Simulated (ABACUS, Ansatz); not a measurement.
## Cost and result for the equilibrium volume of K

It takes space group Im-3m (No. 229, cubic). Conventional cell: a = 5.395 Å, b = 5.395 Å, c = 5.395 Å, α = 90.00°, β = 90.00°, γ = 90.00°.

```csv
rung,level,program and potentials,cutoff (eV),k mesh,smearing,task,spin,core time,chip,equilibrium volume (Å³/atom),miss,notes
GGA + dispersion,revPBE+D4,"Ansatz, all-electron LAPW, scalar-relativistic",-,7 × 7 × 7,fermi-dirac 0.05,relaxation of cell and atoms,off,2.2 s,Arm Neoverse V1,75.26,-0.8 %,-
GGA + dispersion,revPBE+D3(BJ),"Ansatz, all-electron LAPW, scalar-relativistic",-,7 × 7 × 7,fermi-dirac 0.05,relaxation of cell and atoms,off,2.3 s,Arm Neoverse V1,(a),?,-
GGA + dispersion,PBE+D4,"Ansatz, JTH PAW",690,7 × 7 × 7,fermi-dirac 0.1,relaxation of cell and atoms,off,8.4 s,Arm Neoverse V2,70.70,-6.8 %,-
GGA,PBEsol,"Ansatz, SSSP precision PAW",816,7 × 7 × 7,cold 0.01,relaxation of cell and atoms,"collinear, ferromagnetic start",8.5 s,AMD EPYC 9B45 Zen 5,70.07,-7.7 %,potentials made for PBE
GGA,PBE,"ABACUS, SPMS ONCV 1.0 PBE, plane waves",1007,6 × 6 × 6,fermi-dirac 0.05,equation of state,off,41 s,AMD EPYC 9R45 Zen 5,74.30,-2.1 %,fit through 4 volumes
GGA,PBEsol,"ABACUS, SPMS ONCV 1.0 PBE, plane waves",1007,6 × 6 × 6,fermi-dirac 0.05,relaxation of cell and atoms,off,90 s,Intel Xeon Platinum 8488C Sapphire Rapids,(b),?,potentials made for PBE
GGA,HCTH407,"ABACUS, PseudoDojo NC SR 0.5 PBE standard, plane waves",1007,6 × 6 × 6,fermi-dirac 0.05,equation of state,off,6 min,Intel Xeon 6975P-C Granite Rapids,81.86,+7.9 %,potentials made for PBE
```

Times are single runs on shared hosts and different chips, so they are rough; meshes, cutoffs and the tasks' sizes weigh on the time. Smearing widths are in eV. For a metal such meshes aren't converged. Meshes differ between rows, which moves values too. Meshes are those of the run's cell of 1 atom unless a note names another. Relaxations start from the cell shown or near it and stop with a little pressure left. The cell shown, of 78.52 Å³ an atom, is the runs' start and not the measured value. Misses use the values as printed. Runs on faulty files, with rough fits or with known faults for this quantity aren't shown. No row holds spin-orbit coupling.

Measured: 75.88 Å³/atom at 293.15 K (a printed reference work). The runs are for a static lattice.

**Question.** Estimate the values left out from the other rows.

**Answer.** (a) 70.95 Å³/atom, miss -6.5 %; (b) 72.70 Å³/atom, miss -4.2 %.
